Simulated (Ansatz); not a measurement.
**AlCu$_{3}$: do energies and stresses tell the same story?**

Level of theory: DFT r2SCAN, scalar-relativistic, plane waves, PAW in Ansatz.

Settings: cutoff 500 eV, Γ-centred mesh 12×12×12 on the computed 4-atom cell, Gaussian smearing of 0.10 eV; no spin polarisation.

Relaxed cell: Fm-3m, a = 5.781 Å, b = 5.781 Å, c = 5.781 Å, α = 90.00°, β = 90.00°, γ = 90.00°, 4 atoms in the primitive cell. Whether it is the stable form of this composition wasn't checked.

Energies at zero smearing and pressures from the stress tensor, at volumes with shape and atoms relaxed:
```json
{"V (Å³/atom)": "11.353", "E − E(first) (meV/atom)": "0.00", "P (GPa)": "10.81"}
{"V (Å³/atom)": "11.715", "E − E(first) (meV/atom)": "-17.64", "P (GPa)": "4.94"}
{"V (Å³/atom)": "12.077", "E − E(first) (meV/atom)": "-23.09", "P (GPa)": "0.00"}
{"V (Å³/atom)": "12.440", "E − E(first) (meV/atom)": "-18.26", "P (GPa)": "-4.16"}
{"V (Å³/atom)": "12.802", "E − E(first) (meV/atom)": "-4.79", "P (GPa)": "-7.66"}
```

Task: Check P = −dE/dV between neighbouring volumes, and get the bulk modulus from the pressures alone.

Result: With 1 eV/Å³ = 160.2 GPa:
```json
{"middle V (Å³/atom)": "11.534", "−ΔE/ΔV (GPa)": "7.801", "mean P (GPa)": "7.878"}
{"middle V (Å³/atom)": "11.896", "−ΔE/ΔV (GPa)": "2.409", "mean P (GPa)": "2.474"}
{"middle V (Å³/atom)": "12.258", "−ΔE/ΔV (GPa)": "-2.133", "mean P (GPa)": "-2.077"}
{"middle V (Å³/atom)": "12.621", "−ΔE/ΔV (GPa)": "-5.957", "mean P (GPa)": "-5.907"}
```

The two differ by 0.08 GPa at most. The mean of two end pressures misses the average over a step by about ΔV² P″/12, up to 0.08 GPa here; with that taken off 0.01 GPa remains. Around V = 12.077 Å³/atom, the two neighbours give B = −V ΔP/ΔV = 12.077 × 9.10 / 0.725 = 151.7 GPa, against B0 = 150.9 GPa from the Birch–Murnaghan fit of the energies.